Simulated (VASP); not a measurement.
# SiC (Fm-3m) in VASP: further runs, part 2 of 2

VASP 6.6.1. The steps go on from the part before.

## Step 3: Relaxation of the atoms, PBE (a relaxed cell with its volume scaled by 1.02)

INCAR reads:

```
PREC = Accurate ; ENCUT = 600
EDIFF = 1E-7 ; ISMEAR = 0
SIGMA = 0.03 ; LREAL = False
LASPH = True ; NELM = 80
ALGO = Fast ; ISIF = 2
LWAVE = False ; LCHARG = False
GGA = PE ; IBRION = 2
NSW = 40 ; EDIFFG = -0.01
```

KPOINTS reads:

```
Automatic mesh
0
Gamma
  12 12 12
```

POSCAR reads:

```
SiC                                     
1.0
    0.0000000000      2.0423825918      2.0423825918
    2.0423825918      0.0000000000      2.0423825918
    2.0423825918      2.0423825918      0.0000000000
  Si              C             
     1     1
Direct
     0.0000000000000000    0.0000000000000000    0.0000000000000000
     0.5000000000000000    0.5000000000000000    0.5000000000000000
```

Potentials or basis: VASP PAW PBE potentials, release 64 (Si, C).

Launch:

```sh
$ cat potpaw_PBE.64/Si/POTCAR potpaw_PBE.64/C/POTCAR > POTCAR
$ mpirun -np 1 vasp_std > vasp.out
```

OUTCAR:

```text
PREC = Accurate
   ENCUT = 600
   EDIFF = 1E-7
   ISMEAR = 0
   LREAL = False
   LASPH = True
   NELM = 80
   ISIF = 2
   GGA = PE
   IBRION = 2
   NSW = 40
   EDIFFG = -0.01

 ion  position               nearest neighbor table
   1  0.000  0.000  0.000-   2 2.04   2 2.04   2 2.04   2 2.04   2 2.04   2 2.04
   2  0.500  0.500  0.500-   1 2.04   1 2.04   1 2.04   1 2.04   1 2.04   1 2.04

  LATTYP: Found a face centered cubic cell.
 ALAT       =     4.0847651836

  Lattice vectors:

 A1 = (   0.0000000000,   2.0423825918,   2.0423825918)
 A2 = (   2.0423825918,   0.0000000000,   2.0423825918)
 A3 = (   2.0423825918,   2.0423825918,   0.0000000000)

Analysis of symmetry for initial positions (statically):
=====================================================================
 Subroutine PRICEL returns:
 Original cell was already a primitive cell.

 Routine SETGRP: Setting up the symmetry group for a
 face centered cubic supercell.

 Subroutine GETGRP returns: Found 48 space group operations
 (whereof 48 operations were pure point group operations)
 out of a pool of 48 trial point group operations.

[... 163 lines left out ...]
  energy without entropy =      -13.57398814  energy(sigma->0) =      -13.57408683

 E-fermi :  11.9800     XC(G=0): -12.5777

 val. band max:       11.8968624440   @ k =  -0.1667   0.1667   0.0000
 cond. band min:      11.9937302035   @ k =   0.0000   0.0000   0.0000
 fundamental gap:      0.0968677595
 Fermi energy:        11.9800307806

 k-point     1 :       0.0000    0.0000    0.0000
  band No.  band energies     occupation
      1      -6.1673      2.00000
      2      11.9937      0.51841
      3      11.9937      0.51841
      4      11.9937      0.51840
      5      18.9940      0.00000
      6      20.9275      0.00000
      7      20.9275      0.00000
      8      20.9275      0.00000
[... 243 lines left out ...]
 k-point    24 :      -0.4167    0.1667    0.0000
  band No.  band energies     occupation
      1      -0.7832      2.00000
      2       1.4662      2.00000
      3       8.1053      2.00000
      4      10.2179      2.00000
      5      15.3773      0.00000
      6      18.6644      0.00000
      7      19.9712      0.00000
      8      24.3527      0.00000

 [... further k-points ...]
[... 5 lines left out ...]
  --------------------------------------------------------------------------------------
  -------------------------------------------------------------------------------------
  Total       -0.5326901     -0.5326901     -0.5326901     -0.0000000     -0.0000000      0.0000000
  in kB      -50.0891817    -50.0891817    -50.0891817     -0.0000000     -0.0000000      0.0000000
  external PRESSURE =     -50.0891817 kB  Pullay stress =       0.0000000 kB

 VOLUME and BASIS-vectors are now :
 -----------------------------------------------------------------------------
  energy-cutoff  :      600.00
  volume of cell :       17.04
      direct lattice vectors                 reciprocal lattice vectors
     0.000000000  2.042382592  2.042382592    -0.244812114  0.244812114  0.244812114
     2.042382592  0.000000000  2.042382592     0.244812114 -0.244812114  0.244812114
     2.042382592  2.042382592  0.000000000     0.244812114  0.244812114 -0.244812114

 POSITION                                       TOTAL-FORCE (eV/Angst)
 -----------------------------------------------------------------------------------
      0.00000      0.00000      0.00000        -0.000000     -0.000000      0.000000
      2.04238      2.04238      2.04238         0.000000      0.000000     -0.000000
 -----------------------------------------------------------------------------------
    total drift:                               -0.000000     -0.000000      0.000000

  FREE ENERGIE OF THE ION-ELECTRON SYSTEM (eV)
  ---------------------------------------------------
  free  energy   TOTEN  =       -13.5741855104 eV

  energy  without entropy=      -13.5739881432  energy(sigma->0) =      -13.57408683

 reached required accuracy - stopping structural energy minimisation
```

OSZICAR:

```text
N       E                     dE             d eps       ncg     rms          rms(c)
DAV:   1     0.452796644895E+01    0.45280E+01   -0.46115E+03  1216   0.972E+02
DAV:   2    -0.146152860153E+02   -0.19143E+02   -0.17305E+02  1736   0.105E+02
DAV:   3    -0.149369629140E+02   -0.32168E+00   -0.32168E+00  1400   0.158E+01
DAV:   4    -0.149375454995E+02   -0.58259E-03   -0.58259E-03  1824   0.662E-01
DAV:   5    -0.149375458125E+02   -0.31306E-06   -0.31306E-06  1384   0.103E-02    0.792E+00
RMM:   6    -0.135775631262E+02    0.13600E+01   -0.20979E+00  1152   0.967E+00    0.313E+00
RMM:   7    -0.135753252670E+02    0.22379E-02   -0.42660E-01  1152   0.492E+00    0.146E+00
RMM:   8    -0.135757950892E+02   -0.46982E-03   -0.26390E-02  1152   0.171E+00    0.216E-01
RMM:   9    -0.135740999502E+02    0.16951E-02   -0.46927E-03  1152   0.559E-01    0.132E-01
RMM:  10    -0.135744897944E+02   -0.38984E-03   -0.20400E-03  1153   0.345E-01    0.108E-01
RMM:  11    -0.135741816477E+02    0.30815E-03   -0.56086E-04  1152   0.185E-01    0.172E-02
RMM:  12    -0.135741853191E+02   -0.36714E-05   -0.61235E-05  1152   0.675E-02    0.406E-03
RMM:  13    -0.135741855812E+02   -0.26212E-06   -0.34331E-06  1141   0.179E-02    0.442E-03
RMM:  14    -0.135741855223E+02    0.58924E-07   -0.18226E-06  1115   0.955E-03    0.175E-03
RMM:  15    -0.135741855104E+02    0.11919E-07   -0.11608E-07   844   0.329E-03
   1 F= -.13574186E+02 E0= -.13574087E+02  d E =-.135742E+02
```

It took 4.4 s on 1 thread of Intel Xeon 6975P-C (Granite Rapids), shared host; peak memory 0.14 GiB.

What came out:

| Quantity | Value |
| --- | --- |
| Free energy | -13.5742 eV |
| Pressure after relaxing | -5.0 GPa |
| Band gap on the k mesh | none (metal or under the smearing width) |

Final structure:
```
Si C
1.0
     0.00000    2.04238    2.04238
     2.04238    0.00000    2.04238
     2.04238    2.04238    0.00000
Si C
1 1
Direct
  0.00000 0.00000 0.00000
  0.50000 0.50000 0.50000
```

Levels at points of the mesh, in eV from the Fermi level:
| k point | band 1 | band 2 | band 3 | band 4 | band 5 | band 6 | band 7 | band 8 |
| --- | --- | --- | --- | --- | --- | --- | --- | --- |
| (0.00, 0.00, 0.00) | -18.15 | 0.01 | 0.01 | 0.01 | 7.01 | 8.95 | 8.95 | 8.95 |
| (0.50, 0.00, 0.00) | -13.08 | -11.32 | -0.97 | -0.97 | 5.15 | 5.15 | 5.75 | 9.31 |
| (0.50, 0.50, 0.00) | -11.38 | -9.55 | -4.19 | -4.19 | -1.10 | 2.66 | 14.46 | 14.74 |

Caveat: the relaxation stopped at its first step, so nothing moved.

## Step 4: Relaxation of the atoms, PBE (a relaxed cell with its volume scaled by 1.04)

INCAR is that of step 3.

KPOINTS is that of step 3.

POSCAR reads:

```
SiC                                     
1.0
    0.0000000000      2.0556451880      2.0556451880
    2.0556451880      0.0000000000      2.0556451880
    2.0556451880      2.0556451880      0.0000000000
  Si              C             
     1     1
Direct
     0.0000000000000000    0.0000000000000000    0.0000000000000000
     0.5000000000000000    0.5000000000000000    0.5000000000000000
```

Potentials or basis: VASP PAW PBE potentials, release 64 (Si, C).

Launch:

```sh
$ cat potpaw_PBE.64/Si/POTCAR potpaw_PBE.64/C/POTCAR > POTCAR
$ mpirun -np 1 vasp_std > vasp.out
```

OUTCAR:

```text
PREC = Accurate
   ENCUT = 600
   EDIFF = 1E-7
   ISMEAR = 0
   LREAL = False
   LASPH = True
   NELM = 80
   ISIF = 2
   GGA = PE
   IBRION = 2
   NSW = 40
   EDIFFG = -0.01

 ion  position               nearest neighbor table
   1  0.000  0.000  0.000-   2 2.06   2 2.06   2 2.06   2 2.06   2 2.06   2 2.06
   2  0.500  0.500  0.500-   1 2.06   1 2.06   1 2.06   1 2.06   1 2.06   1 2.06

  LATTYP: Found a face centered cubic cell.
 ALAT       =     4.1112903760

  Lattice vectors:

 A1 = (   0.0000000000,   2.0556451880,   2.0556451880)
 A2 = (   2.0556451880,   0.0000000000,   2.0556451880)
 A3 = (   2.0556451880,   2.0556451880,   0.0000000000)

Analysis of symmetry for initial positions (statically):
=====================================================================
 Subroutine PRICEL returns:
 Original cell was already a primitive cell.

 Routine SETGRP: Setting up the symmetry group for a
 face centered cubic supercell.

 Subroutine GETGRP returns: Found 48 space group operations
 (whereof 48 operations were pure point group operations)
 out of a pool of 48 trial point group operations.

[... 163 lines left out ...]
  energy without entropy =      -13.55914377  energy(sigma->0) =      -13.55923772

 E-fermi :  11.7040     XC(G=0): -12.4908

 val. band max:       11.7034385027   @ k =   0.0000   0.0000   0.0000
 cond. band min:      11.7229225541   @ k =  -0.1667   0.0833   0.0000
 fundamental gap:      0.0194840514
 Fermi energy:        11.7040146903

 k-point     1 :       0.0000    0.0000    0.0000
  band No.  band energies     occupation
      1      -6.2375      2.00000
      2      11.7034      1.02169
      3      11.7034      1.02169
      4      11.7034      1.02167
      5      18.3681      0.00000
      6      20.6272      0.00000
      7      20.6272      0.00000
      8      20.6272      0.00000
[... 243 lines left out ...]
 k-point    24 :      -0.4167    0.1667    0.0000
  band No.  band energies     occupation
      1      -0.9327      2.00000
      2       1.3099      2.00000
      3       7.8866      2.00000
      4       9.9813      2.00000
      5      14.9986      0.00000
      6      18.2605      0.00000
      7      19.5396      0.00000
      8      23.7856      0.00000

 [... further k-points ...]
[... 5 lines left out ...]
  --------------------------------------------------------------------------------------
  -------------------------------------------------------------------------------------
  Total       -1.0337134     -1.0337134     -1.0337134      0.0000000     -0.0000000      0.0000000
  in kB      -95.3314671    -95.3314671    -95.3314671      0.0000000     -0.0000000      0.0000000
  external PRESSURE =     -95.3314671 kB  Pullay stress =       0.0000000 kB

 VOLUME and BASIS-vectors are now :
 -----------------------------------------------------------------------------
  energy-cutoff  :      600.00
  volume of cell :       17.37
      direct lattice vectors                 reciprocal lattice vectors
     0.000000000  2.055645188  2.055645188    -0.243232637  0.243232637  0.243232637
     2.055645188  0.000000000  2.055645188     0.243232637 -0.243232637  0.243232637
     2.055645188  2.055645188  0.000000000     0.243232637  0.243232637 -0.243232637

 POSITION                                       TOTAL-FORCE (eV/Angst)
 -----------------------------------------------------------------------------------
      0.00000      0.00000      0.00000         0.000000     -0.000000     -0.000000
      2.05565      2.05565      2.05565        -0.000000      0.000000      0.000000
 -----------------------------------------------------------------------------------
    total drift:                               -0.000000     -0.000000      0.000000

  FREE ENERGIE OF THE ION-ELECTRON SYSTEM (eV)
  ---------------------------------------------------
  free  energy   TOTEN  =       -13.5593316794 eV

  energy  without entropy=      -13.5591437677  energy(sigma->0) =      -13.55923772

 reached required accuracy - stopping structural energy minimisation
```

Wall time 4.4 s (1 thread of Intel Xeon 6975P-C (Granite Rapids), shared host); peak memory 0.14 GiB.

Results:

* Free energy: -13.5593 eV
* Pressure after relaxing: -9.5 GPa
* Band gap on the k mesh: none (metal or under the smearing width)

Final structure:
```
CELL_PARAMETERS angstrom
0.00000 2.05565 2.05565
2.05565 0.00000 2.05565
2.05565 2.05565 0.00000
ATOMIC_POSITIONS crystal
Si 0.00000 0.00000 0.00000
C 0.50000 0.50000 0.50000
```

Caveat: the relaxation stopped at its first step, so nothing moved.

## Step 5: Summary

| cell | gap on the mesh (eV) | pressure (GPa) |
| --- | --- | --- |
| atoms relaxed | none | 0.0 |
| atoms relaxed from: a relaxed cell with its volume scaled by 1.02 | none | -5.0 |
| atoms relaxed from: a relaxed cell with its volume scaled by 1.04 | none | -9.5 |

Alike in all rows: task relaxation of the atoms; level PBE; potentials or basis VASP PAW PBE potentials, release 64 (Si, C); no spin polarisation; k mesh 12 × 12 × 12; cutoff (eV) 600; smearing gaussian 0.03 eV.

Caveats: the relaxation stopped at its first step, so nothing moved.

Absolute energies hang on the potentials; compare differences alone.
